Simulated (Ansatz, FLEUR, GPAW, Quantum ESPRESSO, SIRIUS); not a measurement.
# TiPt3: 5 runs at one level of theory

```xyz
4
Lattice="3.8970 0.0000 0.0000 0.0000 3.8970 0.0000 0.0000 0.0000 3.8970" Properties=species:S:1:pos:R:3 pbc="T T T"
Pt    1.9485    1.9485    0.0000
Pt    1.9485    0.0000    1.9485
Pt    0.0000    1.9485    1.9485
Ti    0.0000    0.0000    0.0000
```

Alike in all runs: task equation of state; functional LDA; k mesh 7 × 7 × 7; occupations fermi-dirac, width 0.05 eV; no spin polarisation; no spin-orbit coupling. LDA stands for any of its common fits.

```csv
program and potentials,plane-wave cutoff (eV),notes,equilibrium volume (Å³/atom),bulk modulus (GPa)
"SIRIUS, all-electron FP-LAPW, apw+lo standard",-,-,?,?
"GPAW, the program's PAW data sets (release 1.2.1) made for this functional",600,-,14.50,278.8
"Ansatz, all-electron LAPW, scalar-relativistic",-,-,14.52,283.0
"Quantum ESPRESSO, GBRV 1.5 LDA",612,-,14.51,284.5
"FLEUR, all-electron, FLAPW",-,-,14.52,283.0
```

Task: Estimate from the other rows what the run with SIRIUS, all-electron FP-LAPW, apw+lo standard gave.

Result: Equilibrium volume 14.52 Å³/atom; bulk modulus 283.5 GPa. The other rows, which needn't bracket it: equilibrium volume 14.50 to 14.52; bulk modulus 278.8 to 284.5.
